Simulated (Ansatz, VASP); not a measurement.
## Two plane-wave programs on As

INCAR

```
ALGO = Fast
DIPOL = 0.5 0.5 0.500
EDIFF = 1E-6
ENCUT = 520
GGA = PE
IDIPOL = 3
ISIF = 2
ISMEAR = 0
IVDW = 12
LASPH = True
LCHARG = False
LDIPOL = True
LREAL = False
LWAVE = False
NBANDS = 12
NELM = 100
PREC = Accurate
SIGMA = 0.1
```

Contents of KPOINTS:

```
k-points
0
Gamma
  6 6 1
```

File POSCAR:

```
As
1.0
    3.7828824947      0.0000000000      0.0000000000
   -1.8914412474      3.2760723400      0.0000000000
    0.0000000000      0.0000000000     28.5742413760
As
2
Direct
    0.3333333333      0.6666666667      0.4774776052
    0.6666666667      0.3333333333      0.5225223948
```

Input for Ansatz:

```yaml
crystal:
  lattice:
    - [3.7828824947, 0.0, 0.0]
    - [-1.8914412474, 3.27607234, 0.0]
    - [0.0, 0.0, 28.574241376]
  atoms:
    - { symbol: As, position: [0.3333333333, 0.6666666667, 0.4774776052] }
    - { symbol: As, position: [0.6666666667, 0.3333333333, 0.5225223948] }
  periodic: [true, true, false]
basis:
  ecutwfc: 420
kpoints:
  mp_grid: { grid: [6, 6, 1] }
hamiltonian:
  xc: pbe
  dispersion: d3bj
scf:
  occupations: { method: gaussian, width: 0.1 }
output:
  forces: true
  stress: true
  eigenvalues: true
```

Alike in both runs: task single point; functional PBE; dispersion D3(BJ); k mesh 6 × 6 × 1; occupations gaussian, width 0.1 eV; no spin polarisation.

|  | VASP | Ansatz |
| --- | --- | --- |
| version | VASP 6.6.1 | Ansatz 0.2.0 |
| potentials or method | VASP PAW PBE potentials, release 64 (As) | scalar-relativistic, plane waves, PAW |
| plane-wave cutoff (eV) | 520 | 420 |
| valence electrons in the cell | 10 | 30 |

Ansatz gave:

- gap on the k mesh at the Fermi level (eV): 0.87
- least direct gap on the mesh (eV): 0.89
- rms of the force components (eV/Å): 0.363

Task: Which values does VASP return?

Result: gap on the k mesh at the Fermi level (eV): 0.82; least direct gap on the mesh (eV): 0.84; rms of the force components (eV/Å): 0.409.

Atom by atom the forces differ by 0.045 eV/Å (rms over components). With one functional, cell and mesh, what is left measures potentials, basis and numerics. The two sets of potentials don't hold the same shells in valence.

PBE gaps usually lie below the measured ones, often by a third to a half.
